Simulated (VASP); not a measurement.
Runs of VASP 6.6.1 on C. It takes space group P6_3/mmc (No. 194, hexagonal). The conventional cell has a = 2.522 Å, b = 2.522 Å, c = 8.237 Å, α = 90.00°, β = 90.00°, γ = 120.00°. C (site symmetry 3m) has 4 C at 1.54 Å as nearest neighbours. Around C (site symmetry 3m) lie 4 C at 1.54 Å. This is a hexagonal form of diamond, not graphite.

```csv
task,level,cell,cutoff (eV),gap on the mesh (eV),pressure (GPa),relaxed volume (Å³/atom)
relaxation of cell and atoms,BLYP,relaxed,600,4.81,0.0,5.83
band structure,PW91,as given,520,4.46,-,-
band structure,revPBE,as given,520,4.41,(b),-
relaxation of cell and atoms,revPBE,relaxed,600,4.50,0.0,5.76
relaxation of cell and atoms,AM05,relaxed,600,4.45,0.0,5.60
band structure,AM05,as given,520,4.29,-,-
relaxation of cell and atoms,PW91,relaxed,600,(c),0.0,(a)
band structure,BLYP,as given,520,4.75,-,-
```

Alike in all rows: potentials or basis VASP PAW PBE potentials, release 64 (C); no spin polarisation; k mesh 12 × 12 × 4; smearing fermi-dirac 0.05 eV.

Question: Fill in the values left out.

Answer: (a) 5.71; (b) 7.5; (c) 4.57.

Caveats: the PAW data sets were made with another functional, which shifts forces and pressure a little.

A k mesh can miss the band edges.

Runs at the PBE level aren't shown here.
